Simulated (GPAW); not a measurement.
Runs of GPAW 26.7.0 on MnO. The structure is cubic, space group Fm-3m (No. 225). Conventional cell: a = 4.444 Å, b = 4.444 Å, c = 4.444 Å, α = 90.00°, β = 90.00°, γ = 90.00°. Mn (site symmetry m-3m) is surrounded by 6 O at 2.22 Å. O (site symmetry m-3m) is surrounded by 6 Mn at 2.22 Å. 

| U | gap on the mesh (eV) | pressure (GPa) | moment (μB) |
| --- | --- | --- | --- |
| Mn d U = 2 eV | 0.45 | 5.4 | 5.00 |
| Mn d U = 3 eV | 0.72 | 6.2 | 5.00 |
| Mn d U = 5 eV | (b) | 7.5 | 5.00 |
| Mn d U = 4 eV | 0.97 | 6.9 | 5.00 |
| Mn d U = 8 eV | (a) | (c) | 5.00 |

Alike in all rows: task single point; level r2SCAN+U; potentials or basis GPAW PAW data sets (gpaw-data 1.2.1), pw; spin collinear, ferromagnetic start; cell as given; k mesh 7 × 7 × 7; cutoff (eV) 800; smearing fermi-dirac 0.05 eV.

Task: Fill in the values left out.

Result: (a) 1.76; (b) 1.20; (c) 9.2.

Caveats: the PAW data sets were made with another functional, which shifts forces and pressure a little; an odd mesh through Γ misses points on the zone boundary, where band edges often lie; a cell with one magnetic atom can't hold antiferromagnetic order, which such compounds often take.

Not every run made on this cell is shown here.
